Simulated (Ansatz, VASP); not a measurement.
**Li in VASP and in Ansatz**

Contents of INCAR:

```
SYSTEM = Li
  ALGO = Normal
  EDIFF = 1E-7
  ENCUT = 520
  GGA = PE
  ISIF = 2
  ISMEAR = 0
  IVDW = 12
  LASPH = .True.
  LCHARG = .False.
  LREAL = .False.
  LWAVE = .False.
  NBANDS = 10
  NELM = 100
  PREC = Accurate
  SIGMA = 0.15
```

The input KPOINTS:

```
k-points
0
Gamma
  16 16 12
  0 0 0
```

The input POSCAR:

```
Li
1.0
    0.0000000000     -2.0537284226     -2.0537284226
    0.0000000000      2.0537284226     -2.0537284226
    4.1074568452      0.0000000000      0.0000000000
Li
2
Direct
    0.6017423958      0.3982576042      0.5000000000
   -0.1017423958      0.1017423958      0.0000000000
```

Input for Ansatz:

```yaml
crystal:
  lattice:
    - [0.0, -2.0537284226, -2.0537284226]
    - [0.0, 2.0537284226, -2.0537284226]
    - [4.1074568452, 0.0, 0.0]
  atoms:
    - { symbol: Li, position: [0.6017423958, 0.3982576042, 0.5] }
    - { symbol: Li, position: [-0.1017423958, 0.1017423958, 0.0] }
basis:
  ecutwfc: 520.0
kpoints:
  mp_grid: { grid: [16, 16, 12] }
hamiltonian:
  xc: pbe
  dispersion: d3bj
scf:
  occupations: { method: gaussian, width: 0.15 }
output:
  forces: true
  stress: true
  eigenvalues: true
  write_density: true
  write_potential: true
  elf: true
  volumetric_format: npy
```

Change from the starting cell: mode 4 frozen in at -0.425 Å, equal normal strain along x, y and z -0.0167.

Alike in both runs: task single point; functional PBE; dispersion D3(BJ); k mesh 16 × 16 × 12; occupations gaussian, width 0.15 eV; no spin polarisation.

|  | VASP | Ansatz |
| --- | --- | --- |
| version | VASP 6.6.1 | Ansatz 0.2.0 |
| potentials or method | VASP PAW PBE potentials, release 64 (Li_sv) | scalar-relativistic, plane waves, PAW |
| plane-wave cutoff (eV) | 520 | 520 |
| valence electrons in the cell | 6 | 6 |

VASP gave:

```
gap on the k mesh at the Fermi level (eV) : none
rms of the force components (eV/Å)        : 0.372
```

Question: Estimate Ansatz's values.

Answer: gap on the k mesh at the Fermi level (eV): none; rms of the force components (eV/Å): 0.373.

Atom by atom the forces differ by 0.000 eV/Å (rms over components). A gap of «none» marks a metal or a gap that the smearing closes.
